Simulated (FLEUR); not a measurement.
Sn:

```
CELL_PARAMETERS angstrom
0.00000 3.23334 3.23334
3.23334 0.00000 3.23334
3.23334 3.23334 0.00000
ATOMIC_POSITIONS crystal
Sn 0.75000 0.75000 0.75000
Sn 0.50000 0.50000 0.50000
```

This isn't the form of Sn at room conditions, which is tetragonal (white tin).

```yaml
Program: FLEUR MaX-R8.1 (later development tree)
Task: single point
Functional: PBEsol
Potentials_or_basis: all-electron
Basis: FLAPW
Kmax: 4.12 1/bohr
k_mesh: 7 × 7 × 7
Occupations: fermi-dirac, width 0.05 eV
Spin: no spin polarisation
Gmax: 12.8 1/bohr
Muffin-tin_radii: Sn 2.38 bohr
lmax: Sn 10
lnonsphr: Sn 10
Local_orbitals_a_species: Sn 5
Max_iterations: 60
Mixing_factor: 0.05
Mixer: Anderson
Mixer_history: 15
```

On this cell: largest force zero by symmetry; band gap on the k mesh none (metal or under the smearing width).

The same run follows on a disturbed copy (atoms moved at random, drawn with an rms of 0.05 Å):

```
CELL_PARAMETERS angstrom
0.00000 3.23334 3.23334
3.23334 0.00000 3.23334
3.23334 3.23334 0.00000
ATOMIC_POSITIONS crystal
Sn 0.75132 0.75902 0.76259
Sn 0.49467 0.50900 0.50001
```

What changes?

The energy (extrapolated to zero smearing) moves by +11.4 meV/atom; largest force 0.557 eV/Å; band gap on the k mesh none (metal or under the smearing width).

Forces on the atoms (eV/Å):
```
Sn  -0.289 -0.461 -0.117
Sn   0.289  0.461  0.117
```
